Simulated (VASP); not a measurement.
Wanted: the native input for a VASP 6.6.1 run.

```
Task                   : band structure
Functional             : PBE
Potentials or basis    : VASP PAW PBE potentials, release 64 (O, Li_sv)
Cutoff                 : 520 eV
k mesh                 : 10 × 10 × 10
Occupations            : gaussian, width 0.02 eV
Spin                   : no spin polarisation
Further INCAR settings : ALGO = Normal; EDIFF = 1e-07; NBANDS = 13
```

The structure of Li2O lies in POSCAR:

```
Li2O                                    
1.0
   -0.0000000000      2.2798216766      2.2798216766
    2.2798216766     -0.0000000000      2.2798216766
    2.2798216766      2.2798216766      0.0000000000
  O               Li            
     1     2
Direct
     0.0000000000000000    0.0000000000000000    0.0000000000000000
     0.2500000000000000    0.2500000000000000    0.2500000000000000
     0.7500000000000000    0.7500000000000000    0.7500000000000000
```

The cell was built by a generator and needn't be a form met in nature.

These files were run (other wordings do the same):

INCAR

```
SYSTEM = Li2O
PREC = Accurate
ENCUT = 520
EDIFF = 1E-7
ISMEAR = 0
SIGMA = 0.02
LREAL = .FALSE.
LASPH = .TRUE.
NELM = 80
ALGO = Normal
ISIF = 2
LWAVE = .FALSE.
LCHARG = .FALSE.
GGA = PE
NBANDS = 13
KPAR = 4
```

KPOINTS

```
Automatic mesh
0
G
  10 10 10
  0 0 0
```

KPOINTS_OPT

```
path GXWKGLUWLK,UX
20
line-mode
reciprocal
 0.0000000000  0.0000000000  0.0000000000  G
 0.5000000000  0.0000000000  0.5000000000  X

 0.5000000000  0.0000000000  0.5000000000  X
 0.5000000000  0.2500000000  0.7500000000  W

 0.5000000000  0.2500000000  0.7500000000  W
 0.3750000000  0.3750000000  0.7500000000  K

 0.3750000000  0.3750000000  0.7500000000  K
 0.0000000000  0.0000000000  0.0000000000  G

 0.0000000000  0.0000000000  0.0000000000  G
 0.5000000000  0.5000000000  0.5000000000  L

 0.5000000000  0.5000000000  0.5000000000  L
 0.6250000000  0.2500000000  0.6250000000  U

 0.6250000000  0.2500000000  0.6250000000  U
 0.5000000000  0.2500000000  0.7500000000  W

 0.5000000000  0.2500000000  0.7500000000  W
 0.5000000000  0.5000000000  0.5000000000  L

 0.5000000000  0.5000000000  0.5000000000  L
 0.3750000000  0.3750000000  0.7500000000  K

 0.6250000000  0.2500000000  0.6250000000  U
 0.5000000000  0.0000000000  0.5000000000  X
```

Potentials or basis: VASP PAW PBE potentials, release 64 (O, Li_sv).

The run is started by

```bash
$ cat potpaw_PBE.64/O/POTCAR potpaw_PBE.64/Li_sv/POTCAR > POTCAR
$ mpirun -np 4 vasp_std > vasp.out
```

It gave:

```json
{
 "Band gap on the k mesh": "5.05 eV, indirect (least direct gap 5.57 eV)",
 "Band gap along the path": "5.05 eV, indirect (least direct gap 5.57 eV)"
}
```

Run time: 5.9 s on 4 MPI ranks on Intel(R) Xeon(R) 6975P-C (Granite Rapids), on a shared host, peak memory 0.13 GiB a rank.
